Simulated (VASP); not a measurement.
Crystal: Gd.

```
Gd
1.0
    -2.02500    2.02500    2.02500
     2.02500   -2.02500    2.02500
     2.02500    2.02500   -2.02500
Gd
1
Direct
  0.00000 0.00000 0.00000
```

This isn't the form of Gd at room conditions, which is hcp.

| Property | Result |
| --- | --- |
| Program | VASP 6.6.1 |
| Task | single point |
| Functional | PBE |
| Potentials or basis | VASP PAW PBE potentials, release 64 (Gd) |
| Cutoff | 520 eV |
| k mesh | 9 × 9 × 9 |
| Occupations | fermi-dirac, width 0.05 eV |
| Spin | collinear spin, ferromagnetic start |
| Starting moments | [7.0] μB |

On this cell: pressure 0.0 GPa; net moment 7.60 μB per cell; site moments Gd +6.99 μB; band gap on the k mesh none (metal or under the smearing width).

The same run follows on a disturbed copy (cell strained at random at fixed volume):

```xyz
1
Lattice="-2.0440 1.9279 1.9662 2.0304 -2.0604 2.0851 2.0645 2.0809 -2.0987" Properties=species:S:1:pos:R:3 pbc="T T T"
Gd    0.0202    0.0256    0.0138
```

**Question.** What does the disturbed cell give?

**Answer.** The energy (extrapolated to zero smearing) moves by +12.1 meV/atom; pressure 0.0 GPa; net moment 7.61 μB per cell; site moments Gd +7.00 μB; band gap on the k mesh none (metal or under the smearing width).

Stress tensor (GPa, compression positive):
```
 0.05 -0.26  0.16
-0.26 -0.10  1.66
 0.16  1.66 -0.08
```

Caveats: spin-orbit coupling is left out, which moves the levels of the heavy elements.
